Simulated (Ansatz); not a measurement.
BN: single point with PBE

The system is BN.

```xyz
4
Lattice="2.4982 0.0000 0.0000 -1.2491 2.1635 0.0000 0.0000 0.0000 6.6357" Properties=species:S:1:pos:R:3 pbc="T T T"
N     1.2491    0.7212    1.6589
N     0.0000    1.4424    4.9768
B     1.2491    0.7212    4.9768
B     0.0000    1.4424    1.6589
```

```yaml
Program: Ansatz 0.2.0
Task: single point
Functional: PBE
Potentials_or_basis: all-electron LAPW, scalar-relativistic
Cutoff: 526 eV (chosen from the basis error)
Basis_error_allowed: 0.001 eV/atom
k_mesh: 12 × 12 × 4
Occupations: fermi-dirac, width 0.05 eV
Spin: no spin polarisation
```

```json
{
  "Pressure": "5.0 GPa",
  "Band gap on the k mesh": "4.29 eV, indirect (least direct gap 4.66 eV)",
  "Loewdin charges": "N -0.38; B +0.44 e"
}
```

Stress tensor (GPa, compression positive):
```
6.06 0.00 0.00
0.00 6.06 0.00
0.00 0.00 3.00
```

Levels at points of the mesh, in eV from the valence-band top:
```tsv
k point	band 8	band 9	band 10	band 11	band 12	band 13	band 14	band 15	band 16
(0.00, 0.00, 0.00)	-4.12	-1.33	-1.33	-1.29	-1.29	5.27	10.35	11.62	11.62
(0.00, 0.00, -0.50)	-5.31	-1.31	-1.31	-1.31	-1.31	7.65	7.65	11.68	11.68
(0.00, -0.50, 0.00)	-8.86	-4.16	-4.09	-1.45	-0.43	4.29	5.66	9.61	10.04
(0.00, -0.50, -0.50)	-8.90	-4.12	-4.12	-0.92	-0.92	4.75	4.75	10.00	10.00
```

Wall time 8.2 s on 2 threads of Arm Neoverse V2, on a shared host, peak memory 0.41 GiB.

Caveat: this functional lacks dispersion, which binds the layers, so the pressure and a relaxed spacing across them are unreliable. A k mesh can miss the band edges.
